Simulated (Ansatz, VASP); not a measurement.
## Sn8HO16 (interstitial H+ in rutile SnO2): VASP beside Ansatz

Aim: how closely do two programs agree when they are given the same cell, functional and k mesh? The cell is taken from a series of runs on this material, whose earlier steps may have relaxed, scaled, displaced or heated it; both programs get it as it stands.

Program: Ansatz 0.2.0. Level of theory: plane waves, with VASP 6.6.1 beside it; single point at HSE06. Results are calculated unless marked as measured.

### Step 1. The starting structure

The cell holds 25 atoms: 8 Sn, 16 O and 1 H. Cell: a = 6.826 Å, b = 6.826 Å, c = 6.477 Å, α = 90.0°, β = 90.0°, γ = 90.0°. It derives from SnO2 (SnO2 (P4_2/mnm)). Nearest the centre at fractional (0.648, 0.307, 0.250): H25 at 0.43 Å, O12 at 0.74 Å, O15 at 2.32 Å, O10 at 2.38 Å, O18 at 2.38 Å, Sn2 at 2.39 Å, Sn6 at 2.39 Å, Sn4 at 2.49 Å. The cell carries charge +1.

### Step 2. VASP: single point, HSE06

A single point gives forces, pressure and levels at one fixed geometry, so differences don't come from the geometry; what else differs is listed under the comparison.

Lines of VASP's logs that name or quote its potential files are left out, and so is its time.

The run reads the wave functions of an earlier VASP run, which isn't shown here.

The input, INCAR:

```
SYSTEM = Sn8HO16
PREC = Accurate
ENCUT = 520
EDIFF = 1E-06
NELM = 100
ISMEAR = -1
SIGMA = 0.01
LREAL = Auto
ALGO = Normal
LHFCALC = .TRUE.
AEXX = 0.25
GGA = PE
HFSCREEN = 0.208
LASPH = .TRUE.
NELECT = 208
NBANDS = 121
PRECFOCK = Fast
LORBIT = 11
LWAVE = .FALSE.
LCHARG = .FALSE.
ISIF = 2
```

The input, POSCAR:

```
Sn8HO16
1.0
    4.8269178375      4.8269178375      0.0000000000
   -4.8269178375      4.8269178375      0.0000000000
    0.0000000000      0.0000000000      6.4765704724
Sn O H
8 16 1
Direct
    0.9932393611      0.0024720464      0.9993788010
    0.5008873728      0.5085000529      0.9910431670
    0.0039643089      0.5084313137      0.2502677543
    0.4904688146      0.9783294109      0.2502676761
    0.9932393725      0.0024697152      0.5011583980
    0.5008878679      0.5085051057      0.5094960109
    0.0008974052      0.5015069484      0.7502683117
    0.4939529687      0.0064338935      0.7502682159
    0.3025384701      0.0094444731      0.0035741499
    0.8073002686      0.5080989658      0.0006862208
    0.0052701908      0.8128403373      0.2502671203
    0.5399540100      0.2998424509      0.2502684681
    0.1961623799      0.4935254582      0.0022766462
    0.6842421672      0.9928473264      0.0015870515
    0.9706179832      0.1986669748      0.2502687096
    0.4901481932      0.6785817897      0.2502676031
    0.3025386294      0.0094414309      0.4969627551
    0.8072996830      0.5081006259      0.4998502298
    0.0032372777      0.8085783215      0.7502693109
    0.5026595629      0.3137083475      0.7502674662
    0.1961620763      0.4935304016      0.4982605098
    0.6842414916      0.9928440178      0.4989487388
    0.9921063545      0.1943131060      0.7502684237
    0.4912887795      0.7005984047      0.7502709697
    0.7048334445      0.2789728477      0.2502696157
```

The input, KPOINTS:

```
Automatic mesh
0
Gamma
1 1 1
0 0 0
```

The projector-augmented-wave data sets are Sn_d, O and H (PBE family, release 64).

Launch:

```sh
> export OMP_NUM_THREADS=4
> mpirun -np 1 vasp_gam
```

Numbers of over 12 decimals in the logs are rounded to 6 here.

Log:

```text
[banner, memory and clock lines left out]
running    1 mpi-ranks, on    1 nodes
 distrk:  each k-point on    1 cores,    1 groups
 distr:  one band on    1 cores,    1 groups
 Offloading initialized ...    1 GPUs detected
 POSCAR found type information on POSCAR SnO H
 POSCAR found :  3 types and      25 ions
 LDA part: xc-table for (Slater+PW92), standard interpolation
 found WAVECAR, reading the header
 POSCAR, INCAR and KPOINTS ok, starting setup
 FFT: planning ... GRIDC
 FFT: planning ... GRID_SOFT
 FFT: planning ... GRID
 reading WAVECAR
 the WAVECAR file was read successfully
 initial charge from wavefunction
 entering main loop
       N       E                     dE             d eps       ncg     rms          rms(c)
DAV:   1    -0.198837179359E+03   -0.19884E+03   -0.47425E+00   284   0.100E+01    0.278E+00
DAV:   2    -0.198942368767E+03   -0.10519E+00   -0.48371E-01   316   0.257E+00    0.230E+00
DAV:   3    -0.198926443571E+03    0.15925E-01   -0.30372E-02   388   0.102E+00    0.149E+00
DAV:   4    -0.198922717553E+03    0.37260E-02   -0.10727E-02   332   0.438E-01    0.913E-01
DAV:   5    -0.198921565225E+03    0.11523E-02   -0.13856E-03   268   0.179E-01    0.535E-01
DAV:   6    -0.198921140282E+03    0.42494E-03   -0.37587E-04   268   0.914E-02    0.312E-01
DAV:   7    -0.198921018789E+03    0.12149E-03   -0.91926E-05   308   0.503E-02    0.185E-01
DAV:   8    -0.198920983235E+03    0.35554E-04   -0.28600E-05   316   0.309E-02    0.112E-01
DAV:   9    -0.198920974783E+03    0.84522E-05   -0.11559E-05   276   0.179E-02    0.673E-02
DAV:  10    -0.198920973588E+03    0.11951E-05   -0.33628E-06   204   0.101E-02    0.405E-02
DAV:  11    -0.198920974021E+03   -0.43301E-06   -0.17864E-06   164   0.737E-03
   1 F= -.19892097E+03 E0= -.19892097E+03  d E =-.130071E-13
```

Parts of OUTCAR (step 2):

```text
NELECT = 208

 ion  position               nearest neighbor table
   1  0.993  0.002  0.999-  23 2.08  11 2.08  19 2.09  14 2.11  15 2.11   9 2.11   5 3.23   5 3.25
                             3 3.74
   2  0.501  0.509  0.991-  24 2.04  16 2.04  20 2.05  13 2.08  10 2.09  12 2.22   6 3.12   6 3.36
                             4 3.62   8 3.74   7 3.75   7 3.75
   3  0.004  0.508  0.250-  13 2.08  21 2.08  11 2.08  10 2.10  18 2.10  15 2.13   7 3.24   7 3.24
                             5 3.74   1 3.74
   4  0.490  0.978  0.250-  16 2.05   9 2.06  17 2.06  22 2.09  14 2.09  12 2.22   8 3.24   8 3.24
                             6 3.62   2 3.62
   5  0.993  0.002  0.501-  23 2.08  11 2.08  19 2.09  22 2.11  15 2.11  17 2.11   1 3.23   1 3.25
                             3 3.74
   6  0.501  0.509  0.509-  24 2.04  16 2.04  20 2.05  21 2.08  18 2.09  12 2.22   2 3.12   2 3.36
                             4 3.62   8 3.74   7 3.75   7 3.75
   7  0.001  0.502  0.750-  10 2.09  18 2.09  19 2.10  23 2.10  21 2.11  13 2.11   3 3.24   3 3.24
                             6 3.75   2 3.75   6 3.75   2 3.75
   8  0.494  0.006  0.750-  14 2.08  22 2.08  24 2.09  17 2.10   9 2.10  20 2.10   4 3.24   4 3.24
                             6 3.74   2 3.74
   9  0.303  0.009  0.004-   4 2.06   8 2.10   1 2.11
  10  0.807  0.508  0.001-   7 2.09   2 2.09   3 2.10
  11  0.005  0.813  0.250-   3 2.08   1 2.08   5 2.08
  12  0.540  0.300  0.250-  25 1.13   2 2.22   6 2.22   4 2.22
  13  0.196  0.494  0.002-   3 2.08   2 2.08   7 2.11
  14  0.684  0.993  0.002-   8 2.08   4 2.09   1 2.11
  15  0.971  0.199  0.250-   1 2.11   5 2.11   3 2.13
  16  0.490  0.679  0.250-   2 2.04   6 2.04   4 2.05
  17  0.303  0.009  0.497-   4 2.06   8 2.10   5 2.11
  18  0.807  0.508  0.500-   7 2.09   6 2.09   3 2.10
  19  0.003  0.809  0.750-   5 2.09   1 2.09   7 2.10
  20  0.503  0.314  0.750-   2 2.05   6 2.05   8 2.10
  21  0.196  0.494  0.498-   3 2.08   6 2.08   7 2.11
  22  0.684  0.993  0.499-   8 2.08   4 2.09   5 2.11
  23  0.992  0.194  0.750-   1 2.08   5 2.08   7 2.10
  24  0.491  0.701  0.750-   6 2.04   2 2.04   8 2.09
  25  0.705  0.279  0.250-  12 1.13

  LATTYP: Found a simple tetragonal cell.
 ALAT       =     6.8262926703
 C/A-ratio  =     0.9487683557

 Subroutine GETGRP returns: Found  2 space group operations
 (whereof  1 operations were pure point group operations)

The static configuration has the point symmetry C_1 .
 The point group associated with its full space group is C_1h.

 Found      1 irreducible k-points:

   k-points           NKPTS =      1   k-points in BZ     NKDIM =      1   number of bands    NBANDS=    121

   dimension x,y,z NGX =    54 NGY =   54 NGZ =   48
   dimension x,y,z NGXF=   108 NGYF=  108 NGZF=   96

   ENCUT  =  520.0 eV  38.22 Ry    6.18 a.u.  12.69 12.69 12.04*2*pi/ulx,y,z

 k-points in reciprocal lattice and weights: Automatic mesh
   0.00000000  0.00000000  0.00000000       1.000

  exchange ACFDT corr.  =         0.00000000  see jH, gK, PRB 81, 115126

 average (electrostatic) potential at core
       1 -93.9414       2 -94.2931       3 -94.0328       4 -94.1573       5 -93.9414
       6 -94.2931       7 -94.0051       8 -94.0153       9 -62.0000      10 -62.0055
      11 -62.0237      12 -63.6850      13 -62.0607      14 -61.9226      15 -62.1882
      16 -62.6302      17 -62.0000      18 -62.0055      19 -61.8204      20 -62.3293
      21 -62.0607      22 -61.9226      23 -61.9518      24 -62.2143      25 -28.6032

 E-fermi :   4.5428

 k-point     1 :       0.0000    0.0000    0.0000
  band No.  band energies     occupation
    ...
    100       3.4835      2.00000
    101       3.5588      2.00000
    102       3.6192      2.00000
    103       3.6903      2.00000
    104       4.2273      2.00000
    105       6.8019      0.00000
    106      10.4409      0.00000
    107      10.5840      0.00000
    108      10.6472      0.00000
    109      10.7200      0.00000
    ...

  Total      -29.8583537    -24.4662758    -31.0380667     -6.3098691      0.0000000      0.0000000
  in kB     -158.5117777   -129.8863599   -164.7746284    -33.4977802      0.0000000      0.0000000
  external PRESSURE =    -151.0575887 kB  Pullay stress =       0.0000000 kB

  energy-cutoff  :      520.00
  volume of cell :      301.80
      direct lattice vectors                 reciprocal lattice vectors
     4.826917837  4.826917837  0.000000000     0.103585770  0.103585770 -0.000000000
    -4.826917837  4.826917837  0.000000000    -0.103585770  0.103585770  0.000000000
     0.000000000  0.000000000  6.476570472     0.000000000 -0.000000000  0.154402705

 POSITION                                       TOTAL-FORCE (eV/Angst)
 -----------------------------------------------------------------------------------
      4.78235      4.80622      6.47255         0.091649     -0.085510     -0.146800
     -0.03675      4.87223      6.41856         0.137204     -0.095447      0.201861
     -2.43502      2.47329      1.62088        -0.075073      0.240507      0.000000
     -2.35486      7.08977      1.62088        -0.103926      0.188413      0.000000
      4.78236      4.80621      3.24579         0.091649     -0.085510      0.146800
     -0.03677      4.87226      3.29979         0.137204     -0.095447     -0.201861
     -2.41640      2.42506      4.85917        -0.001924      0.039760      0.000000
      2.35321      2.41533      4.85916        -0.021570      0.027941      0.000000
      1.41474      1.50592      0.02315        -0.061654     -0.059270     -0.002147
      1.44422      6.34932      0.00444         0.041646      0.024592      0.010781
     -3.89807      3.94895      1.62087        -0.052794      0.050746      0.000000
      1.15900      4.05363      1.62088         2.735176      2.176556      0.000000
     -1.43535      3.32907      0.01474        -0.027008     -0.042638      0.007561
     -1.48961      8.09517      0.01028         0.063263      0.045309     -0.008895
      3.72614      5.64404      1.62088        -0.361349     -0.137218      0.000000
     -0.90955      5.64136      1.62088        -0.066685      0.056669      0.000000
      1.41476      1.50590      3.21861        -0.061654     -0.059270      0.002147
      1.44421      6.34933      3.23732         0.041646      0.024592     -0.010781
     -3.88732      3.91857      4.85917         0.009380     -0.007437      0.000000
      0.91205      3.94054      4.85916         0.038078     -0.035006      0.000000
     -1.43537      3.32909      3.22702        -0.027008     -0.042638     -0.007561
     -1.48960      8.09515      3.23148         0.063263      0.045309      0.008895
      3.85088      5.72675      4.85917        -0.008746      0.002690      0.000000
     -1.01032      5.75314      4.85918        -0.049993      0.044179      0.000000
      2.05559      4.74875      1.62089        -2.530776     -2.221871      0.000000
 -----------------------------------------------------------------------------------
    total drift:                               -0.005352     -0.001704      0.000609

  FREE ENERGIE OF THE ION-ELECTRON SYSTEM (eV)
  ---------------------------------------------------
  free  energy   TOTEN  =      -198.9209740211 eV

  energy  without entropy=     -198.9209740211  energy(sigma->0) =     -198.92097402

 total charge
# of ion       s       p       d       tot
------------------------------------------
    1        0.795   1.051  10.323  12.169
    2        0.801   1.082  10.342  12.225
    3        0.802   1.061  10.331  12.194
    4        0.820   1.065  10.336  12.221
    5        0.795   1.051  10.323  12.169
    6        0.801   1.082  10.342  12.225
    7        0.788   1.043  10.319  12.150
    8        0.794   1.051  10.327  12.171
    9        1.554   3.518   0.000   5.071
   10        1.553   3.520   0.000   5.073
   11        1.553   3.527   0.000   5.080
   12        1.561   3.517   0.000   5.078
   13        1.552   3.520   0.000   5.072
   14        1.554   3.519   0.000   5.073
   15        1.556   3.504   0.000   5.060
   16        1.554   3.553   0.000   5.107
   17        1.554   3.518   0.000   5.071
   18        1.553   3.520   0.000   5.073
   19        1.552   3.518   0.000   5.071
   20        1.556   3.528   0.000   5.084
   21        1.552   3.520   0.000   5.072
   22        1.554   3.519   0.000   5.073
   23        1.553   3.520   0.000   5.073
   24        1.555   3.545   0.000   5.101
   25        0.445   0.063   0.000   0.509
--------------------------------------------------
tot         31.706  64.916  82.644 179.266
```

The run ends at a pressure of -15.11 GPa, with forces up to 3.5 eV/Å.

(Part 1 of 2 ends here.)

[Lines on the potential files, build, host, timing and source positions are cut from VASP's logs without a mark.]

[Logs are printed without paths, hosts, clocks, repeated set-up lines and the standing remarks that a program may print on its own settings, such as how far it seeks lower states.]

[Hosts, paths, dates, database ids (printed as entryN), source tags and the programs' standing remarks are cut or masked in the printed files.]
